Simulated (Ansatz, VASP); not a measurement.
# CdS: VASP beside Ansatz

```
Cd S
1.0
     0.00000    2.85696    2.85696
     2.85696    0.00000    2.85696
     2.85696    2.85696    0.00000
Cd S
1 1
Direct
  0.00000 0.00000 0.00000
  0.25000 0.25000 0.25000
```

Change from the starting cell: volume scaled by 0.94, ions relaxed.

Alike in both runs: functional PBE; k mesh 13 × 13 × 13; occupations fermi-dirac, width 0.02 eV; no spin polarisation.

Ansatz relaxed the structure, and its values are those at the end. VASP's run is a single point on that final structure, the one shown.

```csv
,VASP,Ansatz
version,VASP 6.6.1,Ansatz 0.2.0
potentials or method,"VASP PAW PBE potentials, release 64 (Cd, S)","plane-wave PAW, scalar-relativistic"
plane-wave cutoff (eV),520,420
valence electrons in the cell,18,26
```

```csv
,VASP,Ansatz,Ansatz less VASP
gap on the k mesh at the Fermi level (eV),1.28,1.27,-0.008
pressure (GPa),8.0,7.5,-0.47
```

The two sets of potentials don't hold the same shells in valence. Ansatz warned: «gradients_without_spin_orbit».

Caveats: an odd mesh through Γ misses points on the zone boundary, where band edges often lie.
